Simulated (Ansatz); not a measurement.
BaS (rocksalt), relaxed with r2SCAN in Ansatz 0.2.0. The symmetry is Fm-3m (No. 225, cubic); conventional cell a = 6.424 Å, 33.13 Å³ an atom. Ba has 6 S at 3.21 Å; S has 6 Ba at 3.21 Å.

The axes x, y and z are those of this cell:
```
Ba S
1.0
     0.00000    3.21180    3.21180
     3.21180    0.00000    3.21180
     3.21180    3.21180    0.00000
Ba S
1 1
Direct
  0.00000 0.00000 0.00000
  0.50000 0.50000 0.50000
```

Unstrained: The PBE gap is indirect, 2.230 eV (Γ to X), below the direct gap of 2.345 eV at X. The r2SCAN gap is indirect, 2.578 eV (Γ to X), below the direct gap of 2.692 eV at X. With HSE06 the valence top lies at Γ and the conduction bottom at X, 3.138 eV higher; the smallest vertical gap, at X, is 3.277 eV. Meshes: PBE 8×8×8, r2SCAN 8×8×8, HSE06 6×6×6. Strains are changes of length per length, and xy shears are angles. After each strain the atoms were relaxed again with r2SCAN within the symmetry that the strain leaves, so tilts or polar shifts that break it weren't tested; points keep the names that they have in the unstrained zone. No spin polarisation and no zero-point or thermal motion.

(1) One strain changed the r2SCAN stress by xx -2.44, yy -0.50, zz -0.50 GPa (compression positive) and the gap by +0.011 eV (PBE), +0.006 eV (r2SCAN), +0.011 eV (HSE06). Which kind of strain was it, and roughly how large?

(2) One strain changed the r2SCAN stress by xx -0.80, yy -0.80, zz -3.58 GPa (compression positive) and the gap by +0.021 eV (PBE), +0.015 eV (r2SCAN), +0.022 eV (HSE06). Which kind of strain was it, and roughly how large?

(3) Estimate what epitaxial +1.0 % in the xy plane, free normal strain -0.32 % does to the gap.

(4) Estimate what isotropic +5.0 % on every length does to the gap.

(5) Estimate what xy shear, engineering strain (angle) +2.5 % does to the gap.

Answers

(1) Uniaxial +3.0 % along x, other directions held. The pattern of the stress gives the kind; the size needs the stiffness, so it is an estimate.

(2) Uniaxial +5.0 % along z, other directions held. The pattern of the stress gives the kind; the size needs the stiffness, so it is an estimate.

(3) PBE: the gap goes from 2.230 to 2.222 eV (-0.008 eV); with r2SCAN the top three valence levels at Γ, degenerate before, become 1+2 from the top over 38 meV. r2SCAN: the gap goes from 2.578 to 2.566 eV (-0.012 eV). HSE06: the gap goes from 3.138 to 3.131 eV (-0.007 eV). The r2SCAN energy rises by 2.1 meV an atom.

(4) PBE: the gap goes from 2.230 to 2.376 eV (+0.146 eV). r2SCAN: the gap goes from 2.578 to 2.725 eV (+0.147 eV). HSE06: the gap goes from 3.138 to 3.278 eV (+0.140 eV). The r2SCAN energy rises by 87.0 meV an atom.

(5) PBE: the gap goes from 2.230 to 2.197 eV (-0.033 eV); with r2SCAN the top three valence levels at Γ, degenerate before, become 1+1+1 from the top over 61 meV. r2SCAN: the gap goes from 2.578 to 2.544 eV (-0.034 eV). HSE06: the gap goes from 3.138 to 3.103 eV (-0.035 eV). The r2SCAN energy rises by 1.2 meV an atom.

Spin-orbit coupling is left out.

The splittings at Γ are without spin-orbit coupling, which regroups them where it is of like size or larger.
